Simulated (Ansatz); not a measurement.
Recipe of this trial structure of Ge: 6-connected net of one element (I4_1/amd, No. 141). The dimensions are guesses.

```xyz
4
Lattice="-3.4993 3.4993 1.2624 3.4993 -3.4993 1.2624 3.4993 3.4993 -1.2624" Properties=species:S:1:pos:R:3 pbc="T T T"
Ge    3.4993    1.7497    0.3156
Ge    0.0000    1.7497    1.5780
Ge    1.7497    3.4993   -0.3156
Ge    1.7497    0.0000    0.9468
```

These are results of DFT PBE, scalar-relativistic, plane waves, PAW (Ansatz 0.2.0), not measurements. Cutoff 420 eV, Gaussian smearing, Γ-centred meshes. Cell and atoms relax first on a coarse mesh and then on a finer one. In between, the cell is made exact in the group found at 0.06 Å. In metals the finer mesh still leaves noise of several meV/atom or more. The steps can't lower the symmetry of their start. No spin polarisation.

A guess keeps its type if space group and coordination stay and the shape of the cell changes little (axis ratios within about 15 %, angles within 6°); the volume may change.

Question: Will the relaxed cell still be of the starting type?

Answer: It keeps its type. The symmetry stays I4_1/amd (No. 141). The volume per atom grows by 28.9 %, from 15.5 to 19.9 Å³. The shortest distance goes from 2.52 Å (Ge–Ge) to 2.75 Å (Ge–Ge). The ratio c/a of the conventional cell changes by a factor of 1.03. Counting neighbours within 15 % of an atom's shortest distance, the start has Ge 6 and the end Ge 6.

Energies count from the standard state of Ge at the same level.

Question: At what energy does it end?

Answer: +0.32 eV/atom. So it is a metastable form at best.

The last run used an 18×18×18 mesh for its 4-atom cell and Gaussian smearing of 0.10 eV. A structure relaxed within its symmetry needn't be a true minimum. Another cell of Ge relaxed alike, in R-3m, lies 0.31 eV/atom lower, so this cell isn't the stable form at this level.
